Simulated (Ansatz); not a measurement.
Band gaps on a Γ-centred 6×6×6 mesh, computed with HSE06 in Ansatz (plane waves, PAW datasets (generated hard set); cutoff 700 eV), no spin polarisation, no spin–orbit coupling; exchange singularity: regularized.

Q: Rank by gap, smallest first.
A. Si (diamond, a = 5.470 Å)
B. CuI (zinc blende, a = 6.090 Å)
C. TePb (rock salt, a = 6.570 Å)
D. CeO2 (fluorite, a = 5.460 Å)
E. BaO (rock salt, a = 5.590 Å)
F. GaN (zinc blende, a = 4.550 Å)

A: C (1.24 eV), A (1.32 eV), B (2.60 eV), F (2.77 eV), E (3.40 eV), D (3.70 eV).

Model structures, not the usual forms at ambient conditions (metastable or hypothetical): GaN (zinc blende type). A gap read on the mesh is an upper bound of this method's gap, since the mesh can miss a band edge. Spin–orbit coupling is left out; with heavy elements it can shift the gap and split levels by tenths of an eV. Potentials made with PBE were used with another functional.
